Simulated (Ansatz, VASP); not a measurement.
# Two plane-wave programs on CdF2

Contents of INCAR:

```
PREC = Accurate
ENCUT = 600
EDIFF = 1E-6
ISMEAR = 0
SIGMA = 0.02
LREAL = False
LASPH = True
NELM = 80
ALGO = Normal
ISIF = 3
LWAVE = False
LCHARG = False
GGA = PE
IVDW = 12
IBRION = 2
NSW = 100
EDIFFG = -0.005
```

The input KPOINTS:

```
Automatic mesh
0
Gamma
  8 8 8
```

POSCAR

```
CdF2
1.0
    0.0000000000      2.6940000000      2.6940000000
    2.6940000000      0.0000000000      2.6940000000
    2.6940000000      2.6940000000      0.0000000000
Cd F
1 2
Direct
    0.0000000000      0.0000000000      0.0000000000
    0.2500000000      0.2500000000      0.2500000000
    0.7500000000      0.7500000000      0.7500000000
```

Input for Ansatz:

```yaml
crystal:
  lattice:
    - [0.0, 2.694, 2.694]
    - [2.694, 0.0, 2.694]
    - [2.694, 2.694, 0.0]
  atoms:
    - { symbol: Cd, position: [0.0, 0.0, 0.0] }
    - { symbol: F, position: [0.25, 0.25, 0.25] }
    - { symbol: F, position: [0.75, 0.75, 0.75] }
basis:
  ecutwfc: 420
kpoints:
  mp_grid: { grid: [8, 8, 8] }
hamiltonian:
  xc: pbe
  dispersion: d3bj
scf:
  occupations: { method: gaussian, width: 0.02 }
output:
  forces: true
  stress: true
  eigenvalues: true
relax:
  adjacent_minimum: "off"
  f_tol: 0.005
  max_steps: 80
  cell: { stress_tol: 0.05 }
```

Alike in both runs: task relaxation of cell and atoms; functional PBE; dispersion D3(BJ); k mesh 8 × 8 × 8; occupations gaussian, width 0.02 eV; no spin polarisation.

|  | VASP | Ansatz |
| --- | --- | --- |
| version | VASP 6.6.1 | Ansatz 0.2.0 |
| potentials or method | VASP PAW PBE potentials, release 64 (Cd, F) | scalar-relativistic, plane waves, PAW |
| plane-wave cutoff (eV) | 600 | 420 |
| valence electrons in the cell | 26 | 34 |

VASP gave:

```
gap on the k mesh at the Fermi level, each at its own relaxed structure (eV) : 2.94
relaxed volume (Å³/atom)                                                     : 13.52
relaxed cell length with the largest relative difference (Å)                 : 3.856
energy change over the relaxation (meV/atom)                                 : -6
```

What did Ansatz give for the same quantities?

gap on the k mesh at the Fermi level, each at its own relaxed structure (eV): 2.99; relaxed volume (Å³/atom): 13.45; relaxed cell length with the largest relative difference (Å): 3.850; energy change over the relaxation (meV/atom): -4.

The two sets of potentials don't hold the same shells in valence.

A k mesh can miss the band edges. Zero-point motion and thermal expansion aren't in these numbers. PBE gaps usually lie below the measured ones, often by a third to a half.
